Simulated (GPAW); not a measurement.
# MgB2 (P6/mmm) in GPAW: further runs, part 3 of 3

GPAW 26.7.0. Earlier steps stand in the parts before.

## Step 5: Single point, PBE

run.py

```python
from ase import Atoms
from ase.dft.bandgap import bandgap
from ase.io import write
from ase.units import GPa
from gpaw import GPAW, PW

atoms = Atoms(['Mg', 'B', 'B'],
              cell=[[3.085, 0.0, 0.0],
                    [-1.5425, 2.6716883707, 0.0],
                    [0.0, 0.0, 3.523]],
              scaled_positions=[[0.0, 0.0, 0.0],
                                [0.6666666667, 0.3333333333, 0.5],
                                [0.3333333333, 0.6666666667, 0.5]],
              pbc=True)

calc = GPAW(mode=PW(800),
            xc='PBE',
            kpts={'size': (10, 10, 8), 'gamma': True},
            occupations={'name': 'methfessel-paxton', 'order': 0, 'width': 0.028999999999999998},
            nbands=17,
            convergence={'density': 1e-05, 'energy': 1e-05},
            maxiter=150,
            txt='gpaw.txt')
atoms.calc = calc
energy = atoms.get_potential_energy()
forces = atoms.get_forces()
stress = atoms.get_stress()
calc.write('gs.gpw')
write('result.traj', atoms)
print(f'Energy: {energy:.6f} eV')
print('Forces (eV/A):')
print(forces.round(4))
print('Stress (GPa):', (stress / GPa).round(3))
print('Fermi level:', round(calc.get_fermi_level(), 4), 'eV')
print(f'Gap: {bandgap(calc)[0]:.4f} eV, direct: {bandgap(calc, direct=True)[0]:.4f} eV')
```

Potentials or basis: GPAW PAW data sets (gpaw-data 1.2.1), pw.

Started as:

```console
> OMP_NUM_THREADS=1 python run.py
```

gpaw.txt:

```text
__  _  _
 | _ |_)|_||  |
 |__||  | ||/\| - 26.7.0

Input parameters:
  mode=PW(ecut=800.0),
  convergence={'density': 1e-05, 'energy': 1e-05},
  kpts=MonkhorstPack(size=(10, 10, 8), gamma=True),
  maxiter=150,
  nbands=17,
  occupations=Occupations(name='methfessel-paxton', order=0, width=0.028999999999999998),
  xc=XC(name='PBE')

Diagonalizing LCAO Hamiltonian
Converting LCAO to pw mode

         B  B

       Mg

Atoms  # Å, Bohr magnetons
|   | symbol |         x |        y |        z |    initial magnetic moments |
|---|--------|-----------|----------|----------|-----------------------------|
| 0 |     Mg |  0.000000 | 0.000000 | 0.000000 | ( 0.0000,  0.0000,  0.0000) |
| 1 |      B |  1.542500 | 0.890563 | 1.761500 | ( 0.0000,  0.0000,  0.0000) |
| 2 |      B | -0.000000 | 1.781126 | 1.761500 | ( 0.0000,  0.0000,  0.0000) |

Unit cell  # Å
| periodic |         x |        y |        z |  lengths |     angles |
|----------|-----------|----------|----------|----------|------------|
|      yes |  3.085000 | 0.000000 | 0.000000 | 3.085000 |  90.000000 |
|      yes | -1.542500 | 2.671688 | 0.000000 | 3.085000 |  90.000000 |
|      yes |  0.000000 | 0.000000 | 3.523000 | 3.523000 | 120.000000 |

Number of symmetries: 24
Symmetry operations  # r_c * U_cc + t_c -> r_c
|    | kind |            matrix            |
|----|------|------------------------------|
|  0 |  σ   |  1, 1, 0,  0,-1, 0,  0, 0, 1 |
|  1 |  C2  |  1, 1, 0,  0,-1, 0,  0, 0,-1 |
|  2 |  C6  |  1, 1, 0, -1, 0, 0,  0, 0, 1 |
|  3 |  S6  |  1, 1, 0, -1, 0, 0,  0, 0,-1 |
|  4 |  E   |  1, 0, 0,  0, 1, 0,  0, 0, 1 |
|  5 |  σ   |  1, 0, 0,  0, 1, 0,  0, 0,-1 |
|  6 |  σ   |  1, 0, 0, -1,-1, 0,  0, 0, 1 |
|  7 |  C2  |  1, 0, 0, -1,-1, 0,  0, 0,-1 |
|  8 |  σ   |  0, 1, 0,  1, 0, 0,  0, 0, 1 |
|  9 |  C2  |  0, 1, 0,  1, 0, 0,  0, 0,-1 |
| 10 |  C3  |  0, 1, 0, -1,-1, 0,  0, 0, 1 |
| 11 |  S3  |  0, 1, 0, -1,-1, 0,  0, 0,-1 |
| 12 |  C6  |  0,-1, 0,  1, 1, 0,  0, 0, 1 |
| 13 |  S6  |  0,-1, 0,  1, 1, 0,  0, 0,-1 |
| 14 |  σ   |  0,-1, 0, -1, 0, 0,  0, 0, 1 |
| 15 |  C2  |  0,-1, 0, -1, 0, 0,  0, 0,-1 |
| 16 |  σ   | -1, 0, 0,  1, 1, 0,  0, 0, 1 |
| 17 |  C2  | -1, 0, 0,  1, 1, 0,  0, 0,-1 |
| 18 |  C2  | -1, 0, 0,  0,-1, 0,  0, 0, 1 |
| 19 |  i   | -1, 0, 0,  0,-1, 0,  0, 0,-1 |
| 20 |  C3  | -1,-1, 0,  1, 0, 0,  0, 0, 1 |
| 21 |  S3  | -1,-1, 0,  1, 0, 0,  0, 0,-1 |
| 22 |  σ   | -1,-1, 0,  0, 1, 0,  0, 0, 1 |
| 23 |  C2  | -1,-1, 0,  0, 1, 0,  0, 0,-1 |

BZ-sampling:
  Number of BZ points: 800
  Number of IBZ points: 70

  Monkhorst-Pack size: [10, 10, 8]
  Monkhorst-Pack shift: [0.05, 0.05, 0.0625]

K-points  # in reciprocal-cell coordinates
|     |                                coordinates |     weight |
|-----|--------------------------------------------|------------|
|   0 | (  0.00000000,   0.00000000,   0.00000000) | 0.00125000 |
[... 84 lines left out ...]
Reference energy: -6788.624023  # eV

eigensolver:
  PPCG
  Converge bands: occupied
  niter=2

density mixing:
  MSR1-Mixer
  Pratt-step length: 0.05
  Maximum mixing coefficient: 0.75
  Old densities: 10
  SVD Regularization: 0.005
  Good broyden scale: 1.0
  Trust region scale: 1.0
  Backstep threshold: 4.0
  History deletion threshold: 6.0
  Fourier metric: weight=20.0, sigma=0.015

occupation numbers:
  Methfessel-Paxton:
    width: 0.0290  # eV
    order: 0

poisson solver:
  ecut: 6400.0  # eV

xc functional:
  name: PBE with 2 nearest neighbor stencil

convergence criteria:
- Maximum integral of absolute [dens]ity change: 1e-05 electrons / valence electron
- Maximum [total energy] change in last 3 cyles: 1e-05 eV / valence electron
- Maximum integral of absolute [eigenst]ate change: 4e-08 eV^2 / valence electron
maximum number of iterations: 150

SCF iterations
|iter     | |      energy | eigst |  dens |
|---------|-|-------------|-------|-------|
|iter:   1| |  -16.880925 | +0.12 |       |
|iter:   2| |  -16.610555 | -2.32 | -0.95 |
|iter:   3| |  -15.426284 | -1.28 | -0.99 |
|iter:   4| |  -15.423377 | -3.25 | -1.78 |
|iter:   5| |  -15.424873 | -3.89 | -2.08 |
|iter:   6| |  -15.424887 | -5.59 | -3.14 |
|iter:   7| |  -15.424887c| -6.15 | -3.70 |
|iter:   8| |  -15.424887c| -7.49c| -4.66 |
|iter:   9| |  -15.424887c| -8.06c| -5.09c|

Converged in 9 steps
Energy contributions relative to reference atoms: (reference = -6788.624023)

Energy contributions:
  Kinetic:          10.084412
  Coulomb:          -6.194482
  Zero:             -0.020355
  External:          0.000000
  Xc:              -19.294273
  Entropy:          -0.000379
  Spinorbit:         0.000000
  ----------------------------
  Free energy:     -15.425077
  Extrapolated:    -15.424887

dipole moment: (-2.215115, -3.836692, -5.059223)  # |e|*Ang

Fermi level: 7.245
Eigenvalues  # (at kpt = [0.000, 0.000, 0.000])
| band index |      eig [eV] | occ [0-2] |
|------------|---------------|-----------|
|          0 |       -68.092 |     2.000 |
|          1 |       -34.865 |     2.000 |
|          2 |       -34.865 |     2.000 |
|          3 |       -34.850 |     2.000 |
|          4 |        -5.194 |     2.000 |
|          5 |         4.280 |     2.000 |
|          6 |         7.580 |     0.000 |
|          7 |         7.580 |     0.000 |
|          8 |         8.865 |     0.000 |
|          9 |        13.518 |     0.000 |
|         10 |        13.518 |     0.000 |
|         11 |        15.280 |     0.000 |
|         12 |        17.143 |     0.000 |
|         13 |        19.904 |     0.000 |
|        ... |               |           |
|         16 |        26.288 |     0.000 |

No gap
No difference between direct/indirect transitions

Forces  # eV/Ang
|       x |        y |       z |
|---------|----------|---------|
| 0.00000 |  0.00000 | 0.00000 |  # Mg   0
| 0.00000 | -0.00000 | 0.00000 |  # B    1
| 0.00000 |  0.00000 | 0.00000 |  # B    2

Stress tensor  # eV/Ang^3
|         x |         y |        z |
|-----------|-----------|----------|
|  0.005711 | -0.000000 | 0.000000 |
| -0.000000 |  0.005711 | 0.000000 |
|  0.000000 |  0.000000 | 0.009830 |

# Writing to gs.gpw (mode='')
```

stdout:

```text
Energy: -15.424887 eV
Forces (eV/A):
[[ 0.  0.  0.]
 [ 0. -0.  0.]
 [ 0.  0.  0.]]
Stress (GPa): [ 0.915  0.915  1.575  0.     0.    -0.   ]
Fermi level: 7.2454 eV
Gap: 0.0000 eV, direct: 0.0000 eV
```

Run time: 17 s. Hardware: 1 thread of Intel Xeon 6975P-C (Granite Rapids), shared host; peak memory 0.18 GiB.

What came out:

```yaml
Free_energy: -15.4251 eV
Pressure: -1.1 GPa
Band_gap_on_the_k_mesh: none (metal or under the smearing width)
```

Levels at points of the mesh, in eV from the Fermi level:
| k point | band 6 | band 7 | band 8 | band 9 | band 10 | band 11 |
| --- | --- | --- | --- | --- | --- | --- |
| (0.00, 0.00, 0.00) | -2.97 | 0.33 | 0.33 | 1.62 | 6.27 | 6.27 |
| (0.00, 0.00, 0.50) | -7.45 | 0.71 | 0.71 | 6.61 | 6.61 | 7.90 |
| (0.50, 0.50, 0.00) | -7.85 | -2.20 | 0.18 | 3.04 | 3.84 | 5.28 |
| (0.50, 0.50, 0.50) | -6.94 | -3.59 | -1.90 | -1.33 | 5.66 | 8.75 |

## Step 6: Summary

| task | level | potentials or basis | cell | smearing | optimizer | fmax | max steps | convergence | eigensolver | gap on the mesh (eV) | pressure (GPa) | relaxed volume (Å³/atom) |
| --- | --- | --- | --- | --- | --- | --- | --- | --- | --- | --- | --- | --- |
| relaxation of cell and atoms | RPBE | the program's PAW data sets (release 1.2.1) made for this functional, pw | relaxed | fermi-dirac 0.05 eV | BFGS | 0.01 eV/Å | 60 | density=1e-05 forces=0.0001 | - | none | -0.1 | 9.83 |
| relaxation of cell and atoms | BLYP+D3(BJ) | PAW data sets generated in the run's folder for this functional, pw | relaxed to 1 GPa | fermi-dirac 0.05 eV | FIRE | 0.01 eV/Å | 40 | density=1e-05 forces=0.0001 | davidson | none | 0.9 | - |
| relaxation of cell and atoms | BLYP+D4 | PAW data sets generated in the run's folder for this functional, pw | relaxed | fermi-dirac 0.05 eV | BFGS | 0.02 eV/Å | 40 | density=1e-05 forces=0.0001 | davidson | none | -0.1 | 9.19 |
| single point | PBE | GPAW PAW data sets (gpaw-data 1.2.1), pw | as given | gaussian 0.029 eV | - | - | - | - | - | none | -1.1 | - |

Alike in all rows: no spin polarisation; k mesh 10 × 10 × 8; cutoff (eV) 800.

Caveats: later steps reuse the first step's grids (some runs); pairwise dispersion overbinds metals, which lowers pressure and volume (some runs).

Absolute energies hang on the potentials; compare differences alone.
